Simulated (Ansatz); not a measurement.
**Structural relaxation of Al-Rh Mackay icosahedron of 55 atoms (core-shell)**

Aim: bring Al-Rh Mackay icosahedron of 55 atoms (core-shell) to a nearby minimum of the energy and see what moves.

Main program and level: Ansatz 0.2.0; Kohn-Sham DFT, PBE, PAW (set soft_2), plane waves.

In doubt: warnings of the run leave room for a lower electronic state (in some of the runs), so energies may not be the lowest and differences between runs may mislead.

## Step 1: The starting structure

The cell holds 55 atoms: 11 Rh and 44 Al. Cell: a = 21.744 Å, b = 21.744 Å, c = 21.744 Å, α = 90.0°, β = 90.0°, γ = 90.0°. It derives from Al and Rh. Mackay icosahedron of 55 atoms at a = 4.05 Å, 12 Å of vacuum, the 11 innermost atoms Rh; not relaxed, displaced by a Gaussian of 0.02 Å. Vacuum lies along a, b and c.

Before any run, some limits are plain. The main run has no spin polarisation, so any moments at edges, vacancies or dangling bonds can't form in it. The electron count is odd and the run has no spin polarisation, so levels at the top are partly filled by construction.

## Step 2: Single point at the start

A single point comes first, to see the forces before anything moves.

File input.yaml:

```yaml
crystal:
  lattice:
    - [21.74432, 0.0, 0.0]
    - [0.0, 21.74432, 0.0]
    - [0.0, 0.0, 21.74432]
  atoms:
    - { symbol: Rh, position: [0.50044, 0.50064, 0.50034] }
    - { symbol: Rh, position: [0.61265, 0.50096, 0.43077] }
    - { symbol: Rh, position: [0.61142, 0.49946, 0.5679] }
    - { symbol: Rh, position: [0.38708, 0.49979, 0.43318] }
    [... 45 atom lines left out ...]
    - { symbol: Al, position: [0.42926, 0.31856, 0.61193] }
    - { symbol: Al, position: [0.56933, 0.31889, 0.61297] }
    - { symbol: Al, position: [0.4308, 0.68281, 0.38701] }
    - { symbol: Al, position: [0.56912, 0.68154, 0.38884] }
    - { symbol: Al, position: [0.43015, 0.31912, 0.38835] }
    - { symbol: Al, position: [0.56913, 0.31834, 0.38925] }
kpoints:
  mp_grid: { grid: [1, 1, 1] }
hamiltonian:
  xc: pbe
scf:
  occupations: { method: methfessel_paxton, width: 0.15 }
output:
  forces: true
  populations: true
  dos:
    method: { smearing: { sigma: 0.1 } }
    de: 0.1
    projected:
      site_lists: { Al: [Al], Rh: [Rh], core: [0, 1, 2, 3, 4, 5, 6, 7, 8, 9, 10] }
  eigenvalues: true
```

Started as:

```console
ansatz run input.yaml --threads 8 --pin off --max-ram 15872MiB --backend cpu --events-out ev --progress --plain --runs-dir out
```

Wall time 19 s (8 threads of AMD EPYC 9R45, shared host); peak memory 7.6 GiB.

Notices of the run: open shared shell at semilocal close.

Numbers from this run:

- free energy: -94050.8021 eV
- free energy per atom: -1710.0146 eV/atom
- SCF cycles: 15
- r.m.s. force component: 0.6013 eV/Å
- longest force: 2.355 eV/Å
- Fermi energy: -3.413 eV
- levels partly filled by over 2 per cent: 8
- spilling of the projection: 0.009501

The r.m.s. force component of 0.60 eV/Å sets the starting point.

Neighbours are counted within 3.48 Å (Al-Al), 3.48 Å (Al-Rh), 3.48 Å (Rh-Rh).

Length of the force by element and coordination:

| element | coordination | atoms | mean length of the force (eV/Å) | spread | least | most |
| --- | --- | --- | --- | --- | --- | --- |
| Al | all | 44 | 1.07 | 0.366 | 0.331 | 2.36 |
| Al | 6 | 12 | 0.773 | 0.151 | 0.440 | 0.953 |
| Al | 8 | 30 | 1.10 | 0.206 | 0.331 | 1.33 |
| Al | 12 | 2 | 2.35 | 0.0098 | 2.34 | 2.36 |
| Rh | all | 11 | 0.578 | 0.104 | 0.478 | 0.820 |

## Step 3: Relaxation

With the cell held, the atoms are moved downhill towards a nearby minimum.

input.yaml, the sections that differ from step 2:

```yaml
output:
  forces: true
relax:
  f_tol: 0.03
  max_steps: 101
# crystal, kpoints, hamiltonian, scf: as in step 2
```

It took 2.1 min on 8 threads; peak memory 7.5 GiB.

Notices of the run: convergence withheld.

Step by step:

| step | energy less that of the first step (eV) | largest force component (eV/Å) |
| --- | --- | --- |
| 1 | 0.0000 | 2.2340 |
| 2 | -5.1652 | 1.6446 |
| 3 | -9.3238 | 0.5920 |
| 4 | -11.3105 | 0.4444 |
| 5 | -11.5540 | 0.3223 |
| 6 | -11.6123 | 0.4573 |
| 7 | -11.6126 | 0.8508 |
| 8 | -11.6555 | 0.1047 |
| 9 | -11.6389 | 0.3034 |
| 10 | -11.6760 | 0.0309 |
| 11 | -11.6799 | 0.0490 |
| 12 | -11.6741 | 0.0688 |
| 13 | -11.6825 | 0.0100 |
| 14 | -11.6828 | 0.0054 |

Relaxation steps 9, 12 were tried and not accepted.

The atoms that moved most (Å):

```
atom      dx      dy      dz  length
Al29   0.058   0.117   0.703   0.715
Al31  -0.059  -0.152   0.642   0.662
Al28   0.037  -0.354  -0.427   0.556
Al26  -0.052   0.321  -0.449   0.554
Al19   0.278   0.017  -0.407   0.493
Al16  -0.282  -0.037  -0.401   0.491
Al12   0.036   0.053   0.469   0.473
Al13  -0.047  -0.007   0.463   0.466
```

The relaxation changed the energy by -212 meV/atom, and atoms moved by 0.39 Å r.m.s., 0.71 Å at most.

## Step 4: Structure statistics after relaxation

Bonds before and after, by the cutoffs listed below:

```
 pair  bonds before  bonds after  mean before (Å)  mean after (Å)  spread before (Å)  spread after (Å)
Al-Al           133          133            3.001           2.808              0.049             0.094
Al-Rh            70           70            2.888           2.665              0.056             0.078
Rh-Rh            31           31            2.955           2.722              0.071             0.080
```

Normalised to the volume that the atoms fill. Pair distribution functions g(r), in bins of 0.2 Å:

```csv
r (Å),total,Al-Al,Al-Rh,Rh-Rh
2.40,0.12,0.00,0.39,0.00
2.60,3.31,0.64,7.25,14.50
2.80,7.10,7.80,3.63,23.75
3.00,0.70,1.10,0.00,0.00
3.20,0.07,0.11,0.00,0.00
3.40,0.00,0.00,0.00,0.00
3.60,0.11,0.09,0.17,0.00
3.80,0.70,0.16,1.87,0.00
4.00,0.60,0.07,1.74,0.00
4.20,0.19,0.07,0.39,0.51
4.40,1.23,0.86,1.15,7.80
4.60,1.11,0.81,1.73,0.89
4.80,1.17,1.18,1.29,0.00
5.00,0.64,0.73,0.54,0.00
5.20,1.43,0.63,3.14,0.68
5.40,0.98,0.84,1.32,0.64
5.60,0.23,0.37,0.00,0.00
5.80,0.08,0.12,0.00,0.00
6.00,0.06,0.06,0.06,0.00
6.20,0.19,0.12,0.35,0.00
6.40,0.70,0.61,0.95,0.00
6.60,0.30,0.37,0.21,0.00
6.80,0.69,0.54,1.07,0.00
7.00,0.71,0.57,1.08,0.00
7.20,0.39,0.56,0.09,0.00
7.40,0.25,0.40,0.00,0.00
7.60,0.04,0.04,0.04,0.00
7.80,0.26,0.39,0.04,0.00
```

Neighbours by pair of elements; one cutoff, the widest of the pairs' first minima of g(r), serves all pairs of this metal:

```csv
pair A-B,cutoff (Å),bonds,mean length (Å),spread (Å),shortest (Å),B about A,A about B
Al-Al,3.43,133,2.81,0.094,2.63,6.04,6.04
Al-Rh,3.43,70,2.67,0.078,2.43,1.59,6.36
Rh-Rh,3.43,31,2.72,0.08,2.58,5.64,5.64
```

How many atoms have how many bonded neighbours:

```
element  mean   6   8  12
     Al  7.64  12  30   2
     Rh    12   0   0  11
```

Bond length by coordination (bonds to H left out):

```csv
element,coordination,atoms,mean bond length (Å)
Al,6,12,2.78
Al,8,30,2.78
Al,12,2,2.73
```

For some of the pairs, g(r) has its first main peak near 2.78 Å (Al-Al), 2.67 Å (Al-Rh) and 2.72 Å (Rh-Rh). By these cutoffs 68 % of Al atoms have 8 and all Rh atoms have 12 bonded neighbours.

## Step 5: Single point at the relaxed geometry

One more single point at the end of the walk gives the fuller output and checks the residual forces.

File input.yaml:

```yaml
crystal:
  lattice:
    - [21.74432, 0.0, 0.0]
    - [0.0, 21.74432, 0.0]
    - [0.0, 0.0, 21.74432]
  atoms:
    - { symbol: Rh, position: [0.49998, 0.50014, 0.49784] }
    - { symbol: Rh, position: [0.59691, 0.50278, 0.42912] }
    - { symbol: Rh, position: [0.60303, 0.50279, 0.55912] }
    - { symbol: Rh, position: [0.40297, 0.49742, 0.42929] }
    [... 45 atom lines left out ...]
    - { symbol: Al, position: [0.43252, 0.33263, 0.60641] }
    - { symbol: Al, position: [0.56558, 0.3338, 0.60748] }
    - { symbol: Al, position: [0.43174, 0.68107, 0.40407] }
    - { symbol: Al, position: [0.56792, 0.67926, 0.40311] }
    - { symbol: Al, position: [0.43207, 0.32091, 0.40316] }
    - { symbol: Al, position: [0.5683, 0.3192, 0.4041] }
kpoints:
  mp_grid: { grid: [1, 1, 1] }
hamiltonian:
  xc: pbe
scf:
  occupations: { method: methfessel_paxton, width: 0.15 }
output:
  forces: true
  populations: intrinsic
  dos:
    method: { smearing: { sigma: 0.15 } }
    de: 0.1
    projected:
      site_lists: { Al: [Al], Rh: [Rh], core: [0, 1, 2, 3, 4, 5, 6, 7, 8, 9, 10] }
  eigenvalues: true
  write_density: true
  write_potential: true
  volumetric_format: npy
```

It took 18 s on 8 threads; peak memory 7.7 GiB; 2.1 min of CPU time.

The program notes that the exchange-correlation potential is rough where the density is thin.

Numbers from this run:

* free energy: -94062.4849 eV
* free energy per atom: -1710.2270 eV/atom
* SCF cycles: 10
* r.m.s. force component: 0.00181 eV/Å
* longest force: 0.00738 eV/Å
* Fermi energy: -3.455 eV
* levels partly filled by over 2 per cent: 2

Intrinsic-atomic-orbital charges by element and coordination:

```csv
element,coordination,atoms,mean charge (e),spread,least,most
Al,all,44,0.0145,0.0171,-0.01,0.0896
Al,6,12,0.0224,0.0101,0.0145,0.0425
Al,8,30,0.0112,0.0188,-0.01,0.0896
Al,12,2,0.0161,0,0.0161,0.0161
Rh,all,11,-0.0578,0.0219,-0.122,-0.0397
```

By region:

| region | atoms | mean length of the force (eV/Å) | net charge (e) |
| --- | --- | --- | --- |
| core | 11 | 0.004 | -0.64 |

Density of states as counts of states in windows of 1 eV (from the Fermi level), total and the larger projections:

| from (eV) | to (eV) | total | Al p | core | Rh d | Al s |
| --- | --- | --- | --- | --- | --- | --- |
| -18 | -10 | 0.0 | 0.0 | 0.0 | 0.0 | 0.0 |
| -10 | -9 | 2.0 | 0.4 | 0.5 | 0.0 | 1.1 |
| -9 | -8 | 6.0 | 1.9 | 0.8 | 0.0 | 3.2 |
| -8 | -7 | 10.0 | 4.4 | 0.9 | 0.2 | 4.7 |
| -7 | -6 | 16.0 | 7.1 | 2.4 | 1.8 | 6.4 |
| -6 | -5 | 18.2 | 6.4 | 6.7 | 6.4 | 4.9 |
| -5 | -4 | 27.2 | 7.2 | 14.3 | 12.7 | 5.4 |
| -4 | -3 | 31.5 | 6.3 | 19.7 | 19.1 | 5.2 |
| -3 | -2 | 26.3 | 8.0 | 15.9 | 15.7 | 2.0 |
| -2 | -1 | 41.2 | 17.5 | 19.4 | 18.8 | 3.3 |
| -1 | 0 | 52.5 | 22.3 | 18.5 | 17.6 | 10.4 |
| 0 | 1 | 19.5 | 9.9 | 5.8 | 5.3 | 3.2 |
| 1 | 2 | 37.4 | 24.4 | 4.8 | 4.4 | 6.4 |
| 2 | 3 | 16.9 | 11.7 | 1.6 | 1.2 | 2.4 |

The stored curve holds about 231 of the 319 electrons; the rest, give or take the few that broadening carries across the Fermi level, lie in deeper levels below its range.

The levels nearest the highest filled one (over half full), pooled over k-points and spins:

| level less the highest filled one (eV) | occupation |
| --- | --- |
| -0.215 | 2.05 |
| -0.186 | 2.07 |
| -0.179 | 2.07 |
| -0.164 | 2.07 |
| -0.0446 | 1.63 |
| 0 | 1.18 |
| 0.146 | -0.009 |
| 0.226 | -0.064 |
| 0.235 | -0.059 |
| 0.291 | -0.027 |
| 0.519 | 0 |
| 0.549 | 0 |

Mean intrinsic-atomic-orbital charges: Al +0.01, Rh -0.06 e. Among metals such projection charges depend strongly on the orbitals used and are no measure of ionicity. Within 0.4 eV of the Fermi level the largest share is Al p (43 % of the projected weight).

## Step 6: Summary of results

| Quantity | Value |
| --- | --- |
| energy change in the relaxation | -212.4 meV/atom |
| r.m.s. displacement | 0.386 Å |
| largest displacement | 0.715 Å |
| free energy per atom | -1710.2270 eV/atom |
| r.m.s. force component | 0.00181 eV/Å |
| wall time of the 3 DFT runs | 2.7 min |

Relaxation lowers the energy by 212 meV/atom and moves atoms by 0.39 Å r.m.s.; the r.m.s. force component goes from 0.60 to 0.0018 eV/Å. By the final cutoffs no bond was broken or made. First to last step the energy falls by 11.683 eV; the largest move, 0.72 Å, is that of Al29. The Rh-Rh bonds go from 2.955 Å (spread 0.071) to 2.722 Å (spread 0.080). With the cutoffs above, 68 % of Al atoms have 8 and all Rh atoms have 12 bonded neighbours. 2 levels are partly filled, by over 2 % (at Γ alone): no clear gap opens at this level.

[Logs are printed without paths, hosts, clocks, repeated set-up lines and the standing remarks that a program may print on its own settings, such as how far it seeks lower states.]

[Hosts, paths, dates, database ids (printed as entryN), source tags and the programs' standing remarks are cut or masked in the printed files.]
